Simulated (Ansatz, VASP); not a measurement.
CdS in VASP and in Ansatz

```
Cd S
1.0
     0.08829    2.98710    2.98710
     2.98710    0.08829    2.98710
     2.98710    2.98710    0.08829
Cd S
1 1
Direct
  0.00000 0.00000 0.00000
  0.75000 0.75000 0.75000
```

Change from the starting cell: equal xy, yz and zx shear strains of +3 %.

Alike in both runs: task single point; functional PBE; k mesh 7 × 7 × 7; occupations fermi-dirac, width 0.02 eV; no spin polarisation.

```csv
,VASP,Ansatz
version,VASP 6.6.1,Ansatz 0.2.0
potentials or method,"VASP PAW PBE potentials, release 64 (Cd, S), cutoff 520 eV","all-electron LAPW, scalar-relativistic"
```

Ansatz gave:

```
gap on the k mesh at the Fermi level (eV)       : 1.04
pressure (GPa)                                  : 1.4
largest component of the traceless stress (GPa) : 1.37
rms of the force components (eV/Å)              : 0.152
```

**Question.** What did VASP give for the same quantities?

**Answer.** gap on the k mesh at the Fermi level (eV): 1.04; pressure (GPa): 1.7; largest component of the traceless stress (GPa): 1.40; rms of the force components (eV/Å): 0.158.

Atom by atom the forces differ by 0.006 eV/Å (rms over components). Ansatz ran all-electron here, so the differences hold the error of VASP's frozen core and of both bases.
